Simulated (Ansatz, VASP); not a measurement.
# CdF2 in VASP and in Ansatz

```
Cd F
1.0
     0.00000    2.64883    2.64883
     2.64883    0.00000    2.64883
     2.64883    2.64883    0.00000
Cd F
1 2
Direct
  0.94337 0.05663 0.94337
  0.25000 0.25000 0.25000
  0.75000 0.75000 0.75000
```

Alike in both runs: task single point; functional LDA; k mesh 8 × 8 × 8; occupations gaussian, width 0.05 eV; no spin polarisation.

```csv
,VASP,Ansatz
version,VASP 6.6.1,Ansatz 0.2.0
potentials or method,"VASP PAW LDA potentials, release 64 (Cd, F)","scalar-relativistic, plane waves, PAW"
plane-wave cutoff (eV),520,420
valence electrons in the cell,26,34
```

Ansatz gave:

```
gap on the k mesh at the Fermi level (eV)       : 2.85
least direct gap on the mesh (eV)               : 3.40
pressure (GPa)                                  : 5.7
largest component of the traceless stress (GPa) : 3.31
rms of the force components (eV/Å)              : 0.721
```

Task: Which values does VASP return?

Result: gap on the k mesh at the Fermi level (eV): 2.82; least direct gap on the mesh (eV): 3.39; pressure (GPa): 7.4; largest component of the traceless stress (GPa): 3.79; rms of the force components (eV/Å): 0.806.

Atom by atom the forces differ by 0.085 eV/Å (rms over components). The two sets of potentials don't hold the same shells in valence.

Caveats: forces of over 1 eV/Å show positions far from the minimum, so gaps and moduli don't describe the material at rest. A k mesh can miss the band edges.
